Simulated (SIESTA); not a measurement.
Crystal: Cu.

```
Cu
1.0
     0.00000    1.80750    1.80750
     1.80750    0.00000    1.80750
     1.80750    1.80750    0.00000
Cu
1
Direct
  0.00000 0.00000 0.00000
```

Base run:

```yaml
Program: SIESTA 5.4.2
Functional: PBE
Potentials_or_basis: PseudoDojo 0.4 standard (PBE files)
Basis: DZ (energy shift 0.003 Ry; two zetas on semicore shells)
Grid_cutoff: 800 Ry
Energy_shift: 0.003 Ry
k_mesh: 13 × 13 × 13
Occupations: fermi-dirac, width 0.05 eV
Spin: no spin polarisation
```

Its results: band gap on the k mesh none (metal or under the smearing width); pressure -1.7 GPa.

Task: The run is repeated on the same cell with these changes: basis from DZ (energy shift 0.003 Ry; two zetas on semicore shells) to SZ (energy shift 0.003 Ry). What comes out?

Result: Band gap on the k mesh none (metal or under the smearing width); pressure 40.1 GPa.

Caveats: the basis has no polarisation orbitals; short orbitals over semicore shells can move pressures by several GPa; the basis of atomic orbitals isn't converged, which shifts pressures, moduli and gaps; a pressure of tens of GPa on the cell as given is suspect, and the run, the potentials or the cell itself is likely at fault (some runs).
